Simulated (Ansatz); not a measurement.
Relaxed structure of H2O on the (111) surface of CoSi2, one molecule per 48.7 Å² (the molecule's atoms stand last):

```xyz
27
Lattice="7.5013 0.0000 0.0000 -3.7507 6.4963 0.0000 0.0000 0.0000 22.5936" Properties=species:S:1:pos:R:3 pbc="T T T"
Si    1.8753    3.2482    8.0000
Si    3.7507    0.0000    8.0000
Si   -1.8753    3.2482    8.0000
Si    0.0000    0.0000    8.0000
Co    1.8753    1.0827    8.7656
Co    0.0000    4.3309    8.7656
Co    5.6260    1.0827    8.7656
Co    3.7507    4.3309    8.7656
Si    3.7507    2.1654    9.5312
Si    1.8753    5.4136    9.5312
Si    0.0000    2.1654    9.5312
Si   -1.8753    5.4136    9.5312
Si    3.7535    4.3287   11.0326
Si    5.6240    1.0781   11.0271
Si    0.0027    4.3345   11.0272
Si    1.8686    1.0864   11.0324
Co    3.7534    2.1635   11.8616
Co    1.8770    5.4122   11.8589
Co   -0.0102    2.1710   11.8702
Co   -1.8728    5.4118   11.8615
Si   -1.8723    3.2466   12.6010
Si    0.0010    0.0037   12.5624
Si    1.8724    3.2449   12.5625
Si    3.7496    0.0002   12.5675
O    -2.4261    3.5632   14.7532
H    -3.3238    3.1763   14.6559
H    -2.5642    4.5304   14.6501
```

These are results of DFT PBE+D3(BJ), scalar-relativistic, plane waves, PAW (Ansatz 0.2.0), not measurements. Settings: cutoff 420 eV, Γ-centred mesh 3×3×1 on the computed 27-atom cell, Gaussian smearing of 0.10 eV; no spin polarisation. A dipole correction removes the field between periodic images along c.

The slab and the molecular layer are also computed alone at these places.

Q: How does the adsorption energy per molecule split into interaction and deformation?

A: E_ads = -0.322 eV: interaction of the rigid parts -0.327 eV, deformation of the slab +0.008 eV, deformation of the molecule with its lateral interactions -0.003 eV.

Q: How much charge moves across the plane at z = 13.63 Å, midway between slab and molecule?

A: About 0.08 electrons a cell move down to the slab; half the integral of |Δρ| is 0.41 e.

Q: How does the density difference (whole less rigid parts, positive where electrons gather), summed over the plane, run along c?

A: (z (Å), Δρ (e/Å)): (6.07, 0.001), (6.21, 0.001), (6.35, 0.002), (6.50, 0.002), (6.78, 0.003), (6.92, 0.003), (7.06, 0.003), (7.20, 0.002), (7.34, -0.001), (7.48, -0.003), (7.63, -0.006), (7.91, -0.008), (8.05, -0.006), (8.19, 0.000), (8.33, 0.007), (8.47, 0.011), (8.61, 0.000), (8.76, -0.013), (9.04, 0.007), (9.18, 0.007), (9.32, 0.001), (9.46, -0.004), (9.60, -0.006), (9.74, -0.006), (9.88, -0.003), (10.17, 0.008), (10.31, 0.012), (10.45, 0.014), (10.59, 0.013), (10.73, 0.009), (10.87, 0.003), (11.01, -0.005), (11.30, -0.018), (11.44, -0.026), (11.58, -0.032), (11.72, -0.016), (11.86, 0.004), (12.00, 0.002), (12.29, 0.046), (12.43, 0.092), (12.57, 0.120), (12.71, 0.118), (12.85, 0.091), (12.99, 0.054), (13.13, 0.024), (13.41, 0.015), (13.56, 0.029), (13.70, 0.041), (13.84, 0.042), (13.98, 0.029), (14.12, 0.002), (14.26, -0.039), (14.54, -0.058), (14.69, 0.002), (14.83, 0.013), (14.97, -0.044), (15.11, -0.084), (15.25, -0.086), (15.39, -0.075), (15.67, -0.047), (15.82, -0.035), (15.96, -0.025), (16.10, -0.017), (16.24, -0.012), (16.38, -0.008), (16.52, -0.006), (16.80, -0.003), (16.95, -0.002), (17.09, -0.001), (17.23, -0.001)

Spin polarisation was left out, and a magnetic state may lie lower.